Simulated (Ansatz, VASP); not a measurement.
## I: VASP beside Ansatz

```
I
1.0
     3.07775    0.00000    0.00000
     0.00000    3.07775    0.00000
     0.00000    0.00000    3.07775
I
1
Direct
  0.00000 0.00000 0.00000
```

Change from the starting cell: volume scaled by 0.78, LAPW.

Alike in both runs: task single point; functional LDA; k mesh 13 × 13 × 13; occupations fermi-dirac, width 0.05 eV; no spin polarisation.

|  | VASP | Ansatz |
| --- | --- | --- |
| version | VASP 6.6.1 | Ansatz 0.2.0 |
| potentials or method | VASP PAW LDA potentials, release 64 (I), cutoff 520 eV | all-electron LAPW, scalar-relativistic |

VASP gave:

```
pressure (GPa) : 15.9
```

Problem. Which values does Ansatz return?

Solution. Pressure (GPa): 15.8.

Ansatz ran all-electron here, so the differences hold the error of VASP's frozen core and of both bases.

Caveats: so large a pressure means that the cell lies far from this level's equilibrium, or that cutoff or potentials fall short (VASP); an odd number of electrons without spin polarisation forces a metal; a magnetic or distorted state may lie lower. The runs have no spin-orbit coupling, so splittings on I are missing.
